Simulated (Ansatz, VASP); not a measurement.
MgS (Niningerite) in VASP and in Ansatz

```
S Mg
1.0
     0.00000    2.61888    2.61888
     2.61888    0.00000    2.61888
     2.61888    2.61888    0.00000
S Mg
1 1
Direct
  0.50000 0.50000 0.50000
  0.00000 0.00000 0.00000
```

Change from the starting cell: volume scaled by 1.02.

Alike in both runs: task single point; functional LDA; k mesh 9 × 9 × 9; occupations fermi-dirac, width 0.05 eV; no spin polarisation.

|  | VASP | Ansatz |
| --- | --- | --- |
| version | VASP 6.6.1 | Ansatz 0.2.0 |
| potentials or method | VASP PAW LDA potentials, release 64 (S, Mg), cutoff 520 eV | all-electron LAPW, scalar-relativistic |

```tsv
	VASP	Ansatz	Ansatz less VASP
gap on the k mesh at the Fermi level (eV)	2.65	2.65	+0.005
least direct gap on the mesh (eV)	3.34	3.33	-0.008
pressure (GPa)	-5.2	-4.6	+0.58
```

Ansatz ran all-electron here, so the differences hold the error of VASP's frozen core and of both bases.

Caveats: an odd mesh through Γ misses points on the zone boundary, where band edges often lie.
